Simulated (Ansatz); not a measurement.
InN:
```yaml
crystal:
  lattice:
    - [3.53080, 0.00000, 0.00000]
    - [-1.76540, 3.05776, 0.00000]
    - [0.00000, 0.00000, 11.47458]
  atoms:
    - { symbol: In, position: [0.00000, 0.00000, 0.00078] }
    - { symbol: In, position: [0.00000, 0.00000, 0.50078] }
    - { symbol: In, position: [0.66667, 0.33333, 0.75042] }
    - { symbol: In, position: [0.33333, 0.66667, 0.25042] }
    - { symbol: N, position: [0.00000, 0.00000, 0.81217] }
    - { symbol: N, position: [0.00000, 0.00000, 0.31217] }
    - { symbol: N, position: [0.66667, 0.33333, 0.56227] }
    - { symbol: N, position: [0.33333, 0.66667, 0.06227] }
```

Relaxed with PBEsol.

Q: Decompose the optical modes at the zone centre into irreducible representations, and say which are infrared and Raman allowed.

A: Point group 6mm: Γ_opt = 3A1 + 4B1 + 3E1 + 4E2. Infrared: A1, E1. Raman: A1, E1, E2.

Q: Assign frequencies (DFPT, DFT-PBEsol in the program Ansatz with PAW potentials).

A: E2 61, E2 64, E1 82, B1 155, B1 156, A1 221, A1 446, E1 458, E2 466, E2 472, E1 478, A1 565, B1 569, B1 574 cm⁻¹.

Subscripts of B labels follow the axes of the standard setting.

Space group P6_3mc. The cell is a constructed one: a structure type filled with these elements. Its sites differ from those of the usual phase in this space group: another stacking or structure type. Symmetry was held in the PBEsol relaxation; of distortions, only those at the zone centre were tested. As this level gives no gap, phonon frequencies hold no LO–TO term and depend on the k-mesh and smearing (Fermi–Dirac, 0.1 eV here).

Potentials: the later of the program's two PAW sets.
